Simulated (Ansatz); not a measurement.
FeO (Wuestite): elastic constants with PBE

The system is FeO (Wuestite).

```xyz
2
Lattice="1.5188 0.8769 2.5196 -1.5188 0.8769 2.5196 0.0000 -1.7538 2.5196" Properties=species:S:1:pos:R:3 pbc="T T T"
Fe    0.0000    0.0000    0.0000
O     0.0000    0.0000    3.7794
```

* Program: Ansatz 0.2.0
* Task: elastic constants
* Functional: PBE
* Potentials or basis: Ansatz PAW
* Cutoff: 420 eV (not typed: the program's choice for these potentials)
* k mesh: 8 × 8 × 8
* Occupations: fermi-dirac, width 0.05 eV
* Spin: collinear spin, ferromagnetic start
* Starting moments: [3.0, 0.0] μB
* Atoms under strain: clamped

```json
{
  "Pressure": "-1.1 GPa",
  "Band gap on the k mesh": "none (metal or under the smearing width)",
  "Net moment": "4.00 μB per cell",
  "Absolute moment": "4.01 μB per cell",
  "Site moments": "Fe +3.45; O +0.32 μB",
  "Clamped-ion elastic constants C11, C12, C44": "225, 146, 37 GPa",
  "Voigt bulk modulus": "178 GPa"
}
```

Stress tensor (GPa, compression positive):
```
-0.82  0.00  0.00
 0.00 -0.82  0.00
 0.00  0.00 -1.72
```

Levels at points of the mesh, in eV from the Fermi level:
Spin up:
```tsv
k point	band 10	band 11	band 12	band 13	band 14	band 15	band 16	band 17
(0.00, 0.00, 0.00)	-3.84	-3.84	-3.68	-3.68	-0.04	15.17	16.62	17.02
(0.00, 0.00, -0.50)	-3.04	-2.50	-0.39	-0.36	3.94	8.38	12.24	12.44
(0.00, -0.50, -0.50)	-3.30	-2.82	-2.80	-2.80	5.14	8.60	10.68	14.43
(-0.50, -0.50, -0.50)	-3.09	-2.56	-0.40	-0.40	4.06	8.14	12.63	12.63
```
Spin down:
```tsv
k point	band 7	band 8	band 9	band 10	band 11	band 12
(0.00, 0.00, 0.00)	-3.29	-3.29	-0.79	-0.71	-0.71	0.22
(0.00, 0.00, -0.50)	-5.26	-5.16	0.36	0.44	0.61	2.77
(0.00, -0.50, -0.50)	-4.54	-4.43	-2.12	0.73	0.74	0.77
(-0.50, -0.50, -0.50)	-5.12	-5.12	0.37	0.37	0.56	2.75
```

Elastic tensor in Voigt notation (GPa, ions clamped, in the Cartesian axes of the cell as first typed):
```
225 146 161  -9   0   0
146 225 161   9   0   0
160 160 220   0   0   0
 -9   9   0  37   0   0
  0   0   0   0  37  -9
  0   0   0   0  -9  39
```

It took 51 s on 2 threads of Intel(R) Xeon(R) Processor @ 2.50GHz (Skylake/Cascade Lake), on a shared host, peak memory 0.42 GiB.

Caveat: elastic constants of metals need much finer meshes, so these are rough; the pressure holds a Pulay correction of +0.6 GPa for the finite cutoff; a cell with one magnetic atom can't hold antiferromagnetic order, which such compounds often take; semilocal functionals often make such compounds metallic where correlation or magnetic order opens a gap, which also shifts bond lengths. With open d or f shells a metallic result of PBE can be an artefact of self-interaction; +U or a hybrid may open a gap.
